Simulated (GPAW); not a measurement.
HfN:

```xyz
2
Lattice="0.0000 2.2560 2.2560 2.2560 0.0000 2.2560 2.2560 2.2560 0.0000" Properties=species:S:1:pos:R:3 pbc="T T T"
Hf    0.0000    0.0000    0.0000
N     2.2560    2.2560    2.2560
```

| Property | Result |
| --- | --- |
| Program | GPAW 26.7.0 |
| Task | relaxation of cell and atoms |
| Functional | RPBE |
| Dispersion | D3(BJ) |
| Potentials or basis | the program's PAW data sets (release 1.2.1) made for this functional |
| Cutoff | 800 eV |
| Basis | pw |
| k mesh | 10 × 10 × 10 |
| Occupations | fermi-dirac, width 0.05 eV |
| Spin | no spin polarisation |

At the start: pressure -23.2 GPa; volume 11.48 Å³/atom.

Task: Where does the relaxation end?

Result: Over 4 steps the energy falls by 62.0 meV/atom and the volume is 10.64 Å³/atom (-7.3 %); space group Fm-3m (No. 225, to 0.05 Å).

Step by step:
| step | energy change (eV) | largest force (eV/Å) | pressure (GPa) | volume (Å³) |
| --- | --- | --- | --- | --- |
| 1 | 0.0000 | 0.0000 | -23.21 | 22.96 |
| 2 | -0.0896 | 0.0000 | -13.28 | 22.16 |
| 3 | -0.1233 | 0.0000 | 1.29 | 21.21 |
| 4 | -0.1239 | 0.0000 | -0.06 | 21.29 |

Final structure:
```
Hf N
1.0
     0.00000    2.19969    2.19969
     2.19969    0.00000    2.19969
     2.19969    2.19969    0.00000
Hf N
1 1
Direct
  0.00000 0.00000 0.00000
  0.50000 0.50000 0.50000
```

Caveat: later steps reuse the first step's grids; pairwise dispersion overbinds metals, which lowers pressure and volume.
